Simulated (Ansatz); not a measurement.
Sn: an elastic constant from a strain scan

Theory: Ansatz, DFT PBE+D3(BJ), scalar-relativistic, plane waves, PAW. Settings: plane waves to 420 eV, k-mesh 24×24×24 (Γ-centred), Gaussian smearing 0.15 eV. No spin polarisation. Energies are free energies at this smearing, counted from the undisturbed cell; pressure is positive in compression.

Zero of the scan (relaxed at this level; this form isn't the usual structure):

```
CELL_PARAMETERS angstrom
-1.75441 1.75461 2.16749
1.75441 -1.75461 2.16749
1.75441 1.75461 -2.16749
ATOMIC_POSITIONS crystal
Sn 0.00000 0.00000 0.00000
```

The cell is strained by ε times the Voigt pattern (0, 1, 0, 0, 0, 0) (xx, yy, zz, yz, xz, xy; engineering shear) with fractional coordinates fixed. The cell holds 1 atom in V0 = 26.69 Å³. The stress column is τ = (1/V0) dE/dε, got from the stress tensor σ (compression positive) at each point as −det(1 + εP) σ : P(1 + εP)⁻¹, with P the pattern as a tensor.

```
      ε  ΔE (meV/atom)  τ (GPa)
-0.0200          2.065   -1.307
-0.0150          1.128   -0.944
-0.0100          0.485   -0.604
-0.0050          0.115   -0.288
 0.0000          0.000    0.009
 0.0050          0.125    0.292
 0.0100          0.483    0.567
 0.0150          1.068    0.839
 0.0175          1.445    0.974
 0.0200              ?        ?
```

Question: Which combination of elastic constants does this scan measure, and how large is it?

Answer: For small ε, τ = τ0 + Kε with K = pᵀCp, which for this pattern is C22 in the Cartesian frame shown. The parabola through τ at ε = -0.0050, 0 and 0.0050 has slope K = 58 GPa at zero. The energies per cell, E = NΔE, of the same two points give K = 2[E(ε₊)/ε₊ − E(ε₋)/ε₋]/[(ε₊ − ε₋)V0] = 58 GPa, in agreement.

Question: Predict the withheld row at ε = 0.0200 from the harmonic law, and compare.

Answer: ΔE = V0(τ0 ε + Kε²/2)/N = 1.961 meV/atom and τ = 1.17 GPa. The calculation gives 1.879 meV/atom and 1.11 GPa, a miss of 4.2 % of the harmonic energy, so the harmonic law still holds on this side, though at ε = -0.0200 the energy lies 8 % above it.

In a metal these slopes depend on the k mesh and the smearing.